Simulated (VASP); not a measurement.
BN in VASP 6.6.1, single-point calculation

INCAR

```
GGA = PE
PREC = Accurate
LCHARG = .FALSE.
EDIFF = 1E-7
NBANDS = 16
ISIF = 2
NSW = 0
SIGMA = 0.2
IBRION = -1
LREAL = .FALSE.
NELM = 75
ISMEAR = -5
LWAVE = .FALSE.
LASPH = .TRUE.
ENCUT = 520
```

KPOINTS

```
KPOINTS created by Atomic Simulation Environment
0
Gamma
12 12 6
0 0 0
```

POSCAR

```
B  N
 1.0000000000000000
     2.5185104995703020    0.0000000000000000    0.0000000000000000
    -1.2592552497851510    2.1810940723257195    0.0000000000000000
     0.0000000000000000    0.0000000000000000    4.1657371880999996
 B   N
   2   2
Cartesian
  0.0000000000000000  1.4540627148838130  0.0013092728590888
  1.2592552497851510  0.7270313574419065  2.0841778669090889
  0.0000000000000000  1.4540627148838130  1.5608421726784112
  1.2592552497851510  0.7270313574419065  3.6437107667284110
```

The recommended PBE PAW datasets give the neutral cell 16 valence electrons.

Command

```
mpirun -np 1 vasp_std
```

**Question.** Predict the outcome of this run.

**Answer.** It converged. Results: gap between bands v and c on the k mesh 5.13 eV; least direct gap on the k mesh 8.44 eV; pressure 17.4 GPa. Band v is the last that the valence electrons fill when counted band by band, and c is the next.

OSZICAR

```
N       E                     dE             d eps       ncg     rms          rms(c)
DAV:   1     0.399374265305E+02    0.39937E+02   -0.83150E+03  2440   0.973E+02
DAV:   2    -0.345056198268E+02   -0.74443E+02   -0.70050E+02  3504   0.235E+02
DAV:   3    -0.368215040040E+02   -0.23159E+01   -0.23099E+01  2824   0.374E+01
DAV:   4    -0.368268123977E+02   -0.53084E-02   -0.53081E-02  2928   0.204E+00
DAV:   5    -0.368268264098E+02   -0.14012E-04   -0.14012E-04  2728   0.960E-02    0.976E+00
DAV:   6    -0.349673703355E+02    0.18595E+01   -0.22615E+00  3088   0.137E+01    0.468E+00
DAV:   7    -0.348085767895E+02    0.15879E+00   -0.34946E-01  3152   0.476E+00    0.281E+00
DAV:   8    -0.347791107559E+02    0.29466E-01   -0.54361E-02  2784   0.193E+00    0.263E-01
DAV:   9    -0.347779516340E+02    0.11591E-02   -0.19388E-03  2824   0.527E-01    0.142E-01
DAV:  10    -0.347782176035E+02   -0.26597E-03   -0.45501E-04  2864   0.169E-01    0.253E-02
DAV:  11    -0.347782239900E+02   -0.63865E-05   -0.32558E-05  3032   0.553E-02    0.152E-02
DAV:  12    -0.347782248182E+02   -0.82820E-06   -0.55864E-06  2904   0.237E-02    0.207E-03
DAV:  13    -0.347782249030E+02   -0.84808E-07   -0.15628E-07  2128   0.392E-03
   1 F= -.34778225E+02 E0= -.34778225E+02  d E =0.000000E+00
```

For comparison, a separate PBE run of the intended cell, on usual settings and not on those above, gives a gap of 5.13 eV on its mesh and a pressure of 17.4 GPa.
